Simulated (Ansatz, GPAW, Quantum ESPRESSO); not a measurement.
## One calculation of In, 4 ways

```
CELL_PARAMETERS angstrom
-1.62547 1.62547 2.47370
1.62547 -1.62547 2.47370
1.62547 1.62547 -2.47370
ATOMIC_POSITIONS crystal
In 0.00000 0.00000 0.00000
```

Alike in all runs: task band structure; functional PBEsol; k mesh 11 × 11 × 11; occupations fermi-dirac, width 0.05 eV; no spin polarisation; no spin-orbit coupling. Pressure is positive in compression and, in plane waves, holds the error of the finite cutoff, which Ansatz's Pulay term estimates and takes out.

```json
{"program and potentials": "GPAW, PAW data sets generated for this functional", "plane-wave cutoff (eV)": "600", "notes": "-", "pressure (GPa)": "-1.27"}
{"program and potentials": "Quantum ESPRESSO, PseudoDojo 0.4.1 SR PBEsol standard", "plane-wave cutoff (eV)": "952", "notes": "-", "pressure (GPa)": "-0.90"}
{"program and potentials": "Ansatz, all-electron LAPW, scalar-relativistic", "plane-wave cutoff (eV)": "-", "notes": "-", "pressure (GPa)": "-0.92"}
{"program and potentials": "Ansatz, PAW datasets made for the crystal", "plane-wave cutoff (eV)": "260", "notes": "-", "pressure (GPa)": "-0.92"}
```

The pressure spans -1.27 (GPAW, PAW data sets generated for this functional) to -0.90 GPa (Quantum ESPRESSO, PseudoDojo 0.4.1 SR PBEsol standard), with all-electron results at -0.92.

The functional is the same throughout but for its coding, so the spread measures potentials, basis and numerics; runs on potential files found faulty are left out.
